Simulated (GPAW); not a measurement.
Runs of GPAW 26.7.0 on Te. Symmetry: R-3m, No. 166, trigonal system. The conventional cell has a = 4.612 Å, b = 4.612 Å, c = 5.073 Å, α = 90.00°, β = 90.00°, γ = 120.00°. Te (site symmetry -3m) has 6 Te at 3.15 Å as nearest neighbours. This isn't the form of Te at room conditions, which is trigonal, of chains.

```csv
task,level,potentials or basis,spin,cell,k mesh,optimizer,fmax,max steps,target pressure,convergence,gap on the mesh (eV),pressure (GPa),relaxed volume (Å³/atom)
relaxation of cell and atoms,PBEsol,"PAW data sets generated in the run's folder for this functional, pw",off,relaxed to 30 GPa,9 × 9 × 9,BFGS,0.02 eV/Å,60,30 GPa,density=1e-05 forces=0.0001,none,30.0,-
relaxation of cell and atoms,PBE,"GPAW PAW data sets (gpaw-data 1.2.1), pw",off,relaxed,9 × 9 × 9,BFGS,0.02 eV/Å,60,-,density=1e-05 forces=0.0001,none,0.0,(a)
band structure,PBEsol,"PAW data sets generated in the run's folder for this functional, pw",off,as given,7 × 7 × 7,-,-,-,-,-,-,-0.9,-
relaxation of cell and atoms,PBEsol,"PAW data sets generated in the run's folder for this functional, pw",off,relaxed,7 × 7 × 7,BFGS,0.02 eV/Å,60,-,density=1e-05 forces=0.0001,none,0.0,30.71
relaxation of cell and atoms,PBE+D4,"GPAW PAW data sets (gpaw-data 1.2.1), pw",off,relaxed,9 × 9 × 9,BFGS,0.02 eV/Å,60,-,density=1e-05 forces=0.0001,none,0.0,30.91
band structure,PBEsol,"PAW data sets generated in the run's folder for this functional, pw","SOC, no magnetisation",as given,7 × 7 × 7,-,-,-,-,-,-,-0.9,-
relaxation of cell and atoms,PBE+D3(BJ),"GPAW PAW data sets (gpaw-data 1.2.1), pw",off,relaxed,9 × 9 × 9,BFGS,0.02 eV/Å,60,-,density=1e-05 forces=0.0001,none,0.0,30.95
```

Alike in all rows: cutoff (eV) 600; smearing fermi-dirac 0.05 eV.

Problem. Estimate the missing entries.

Solution. (a) 32.63.

Caveats: later steps reuse the first step's grids (some runs); pairwise dispersion overbinds metals, which lowers pressure and volume (some runs); the volume moved by over 15 % at a fixed basis, so the end points are rough (some runs); spin-orbit coupling is left out, which moves the levels of the heavy elements (some runs); spin-orbit coupling was added after a scalar SCF, so levels and gaps hold it while energy, forces, pressure and moments don't (some runs); this program's spin-orbit splittings come out too wide for heavy elements (some runs).

A k mesh can miss the band edges, and rows without SOC leave out spin-orbit coupling on Te.

A gap of «none» marks a metal or a gap under the smearing width.
